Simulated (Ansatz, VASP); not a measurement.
## AlNi in VASP and in Ansatz

INCAR

```
PREC = Accurate ; ENCUT = 520
EDIFF = 1E-7 ; ISMEAR = 0
SIGMA = 0.15 ; LREAL = False
LASPH = True ; NELM = 100
ALGO = Fast ; ISIF = 2
LWAVE = False ; LCHARG = False
GGA = PE ; NBANDS = 14
```

Contents of KPOINTS:

```
Automatic mesh
0
Gamma
  16 16 16
```

The input POSCAR:

```
AlNi
1.0
    2.8810000000      0.0000000000      0.0000000000
    0.0000000000      2.8810000000      0.0000000000
    0.0000000000      0.0000000000      2.7657600000
Al Ni
1 1
Direct
    0.0000000000      0.0000000000      0.0000000000
    0.5000000000      0.5000000000      0.5000000000
```

Input for Ansatz:

```yaml
crystal:
  lattice:
    - [2.881, 0.0, 0.0]
    - [0.0, 2.881, 0.0]
    - [0.0, 0.0, 2.76576]
  atoms:
    - { symbol: Al, position: [0.0, 0.0, 0.0] }
    - { symbol: Ni, position: [0.5, 0.5, 0.5] }
basis:
  ecutwfc: 420
kpoints:
  mp_grid: { grid: [16, 16, 16] }
hamiltonian:
  xc: pbe
scf:
  occupations: { method: gaussian, width: 0.15 }
output:
  forces: true
  stress: true
  eigenvalues: true
```

Change from the starting cell: strain +0.000 along x and y, -0.040 along z, atoms carried along.

Alike in both runs: task single point; functional PBE; k mesh 16 × 16 × 16; occupations gaussian, width 0.15 eV; no spin polarisation.

|  | VASP | Ansatz |
| --- | --- | --- |
| version | VASP 6.6.1 | Ansatz 0.2.0 |
| potentials or method | VASP PAW PBE potentials, release 64 (Al, Ni) | scalar-relativistic, plane waves, PAW |
| plane-wave cutoff (eV) | 520 | 420 |
| valence electrons in the cell | 13 | 21 |

|  | VASP | Ansatz | Ansatz less VASP |
| --- | --- | --- | --- |
| gap on the k mesh at the Fermi level (eV) | none | none | - |
| pressure (GPa) | 9.6 | 9.7 | +0.08 |
| largest component of the traceless stress (GPa) | 2.83 | 2.77 | -0.065 |

A gap of «none» marks a metal or a gap that the smearing closes. The two sets of potentials don't hold the same shells in valence.

Spin polarisation is off, so any magnetic state and its effect on volume and gap are missing.
